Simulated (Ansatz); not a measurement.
# MnSb: magnetic order and moments

An exercise on one series of results from a longer session: the logs are not shown, and one member is left open.

Method: DFT PBE, scalar-relativistic, plane waves, PAW, in Ansatz 0.2.0.

### Starting point

Symmetry: Pm-3m, No. 221, cubic system. The conventional cell has a = 3.308 Å, b = 3.308 Å, c = 3.308 Å, α = 90.00°, β = 90.00°, γ = 90.00°. Mn (site symmetry m-3m) is surrounded by 8 Sb at 2.86 Å. Sb (site symmetry m-3m) has 8 Mn at 2.86 Å as nearest neighbours.

Structure file:

```
Mn Sb
1.0
     3.30803    0.00000    0.00000
     0.00000    3.30803    0.00000
     0.00000    0.00000    3.30803
Mn Sb
1 1
Direct
  0.00000 0.00000 0.00000
  0.50000 0.50000 0.50000
```

The structure is invented: a known structure type filled with these elements, not a reported compound.

Set-up of the first run:

(A quick probe on a coarse mesh, which set the mesh and smearing, is not shown.)

input.yaml reads:

```yaml
crystal:
  lattice:
    - [3.3080306403, 0.0, 0.0]
    - [0.0, 3.3080306403, 0.0]
    - [0.0, 0.0, 3.3080306403]
  atoms:
    - { symbol: Mn, position: [0.0, 0.0, 0.0], spin: 3.44 }
    - { symbol: Sb, position: [0.5, 0.5, 0.5], spin: -0.11 }
basis:
  ecutwfc: 420
kpoints:
  mp_grid: { grid: [12, 12, 12] }
hamiltonian:
  xc: pbe
scf:
  occupations: { method: gaussian, width: 0.1 }
output:
  forces: true
  stress: true
  eigenvalues: true
  populations: true
magnetization:
  spin_polarized: true
relax:
  adjacent_minimum: "off"
  f_tol: 0.01
  max_steps: 80
  cell: { stress_tol: 0.05 }
```

Run with:

```
ansatz run input.yaml --threads 1 --pin off --max-ram 2560MiB --backend cpu --events-out ev --progress --plain --runs-dir out
```

Steps of the session up to this table: The relaxation; Magnetic start: no spin polarisation; Start: ferromagnetic; Start: large parallel starting moments; Magnetic start: antiferromagnetic, doubled cell, propagation vector (0, 0, 1/2); Start: antiferromagnetic, doubled cell, propagation vector (0, 1/2, 1/2); Magnetic start: antiferromagnetic, doubled cell, propagation vector (1/2, 1/2, 1/2); Magnetic start: small parallel starting moments.

One of the session's tables, all rows but one given; the rest of the session is left out.

It belongs to the step «Which state is lowest». 

| start | energy above the lowest (meV/atom) | pressure (GPa) |
| --- | --- | --- |
| antiferromagnetic, doubled cell, propagation vector (0, 1/2, 1/2) | 0.00 | 0.0 |
| ferromagnetic | 67.4 | 0.0 |
| large parallel starting moments | 67.4 | 0.0 |
| small parallel starting moments | 67.4 | 0.0 |
| antiferromagnetic, doubled cell, propagation vector (0, 0, 1/2) | ? | ? |
| antiferromagnetic, doubled cell, propagation vector (1/2, 1/2, 1/2) | 115 | -0.2 |
| no spin | 380 | -16.8 |

**Question.** Estimate the row for antiferromagnetic, doubled cell, propagation vector (0, 0, 1/2).

**Answer.** energy above the lowest (meV/atom): 95.9; pressure (GPa): 0.3. In the column «energy above the lowest (meV/atom)» it lies between small parallel starting moments (67.4) and antiferromagnetic, doubled cell, propagation vector (1/2, 1/2, 1/2) (115).
